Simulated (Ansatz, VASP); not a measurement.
## Two plane-wave programs on Be

```
CELL_PARAMETERS angstrom
-1.24372 1.24372 1.25312
1.24372 -1.24372 1.25312
1.26252 1.26252 -1.25312
ATOMIC_POSITIONS crystal
Be 0.00000 0.00000 0.00000
```

Change from the starting cell: strain +0.0150 x Voigt [0, 0, 0, 0, 0, 1], atoms carried along.

Alike in both runs: task single point; functional PBEsol; k mesh 26 × 26 × 26; occupations gaussian, width 0.15 eV; no spin polarisation.

|  | VASP | Ansatz |
| --- | --- | --- |
| version | VASP 6.6.1 | Ansatz 0.2.0 |
| potentials or method | VASP PAW PBE potentials, release 64 (Be) | scalar-relativistic, plane waves, PAW |
| plane-wave cutoff (eV) | 520 | 420 |
| valence electrons in the cell | 2 | 2 |

Ansatz gave:

| Property | Result |
| --- | --- |
| gap on the k mesh at the Fermi level (eV) | none |
| pressure (GPa) | -1.9 |
| largest component of the traceless stress (GPa) | 3.20 |

**Question.** Which values does VASP return?

**Answer.** gap on the k mesh at the Fermi level (eV): none; pressure (GPa): -1.6; largest component of the traceless stress (GPa): 3.21.

A gap of «none» marks a metal or a gap that the smearing closes. The functional is the same, so the differences come from potentials, cutoffs and numerics.

Caveats: the PAW data sets were made with another functional, which shifts forces and pressure a little (VASP).
